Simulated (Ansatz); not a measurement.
AlN in Ansatz: the effect of functional

AlN:

```
Al N
1.0
     0.00000    2.03452    2.03452
     2.03452    0.00000    2.03452
     2.03452    2.03452    0.00000
Al N
1 1
Direct
  0.50000 0.50000 0.50000
  0.00000 0.00000 0.00000
```

Measurements of this composition are mostly on another form, of space group No. 186.

Alike in all runs:

- Program: Ansatz 0.2.0
- Task: band structure
- Potentials or basis: Ansatz PAW
- k mesh: 11 × 11 × 11
- Occupations: fermi-dirac, width 0.05 eV
- Spin: no spin polarisation

```tsv
functional	cutoff	gap on the mesh (eV)	pressure (GPa)
LDA	420 eV (not typed: the program's choice for these potentials)	4.42	-11.0
PBE	420 eV (not typed: the program's choice for these potentials)	4.58	0.3
PBEsol	420 eV (not typed: the program's choice for these potentials)	4.51	-4.5
RPBE	420 eV (not typed: the program's choice for these potentials)	4.69	4.9
revPBE	420 eV (not typed: the program's choice for these potentials)	4.67	3.8
BLYP	420 eV (not typed: the program's choice for these potentials)	4.66	4.5
r2SCAN	500 eV (not typed: the program's choice for these potentials)	?	?
```

Task: What does the run with functional r2SCAN give?

Result: gap on the mesh 5.42 eV; pressure -6.1 GPa.

Caveats: the k mesh misses the band edges, so the gap on the mesh is wider than the one along the path; the PAW data sets come from PBE, with cores solved anew for the run's functional, which leaves a small shift of forces and pressure (some runs).
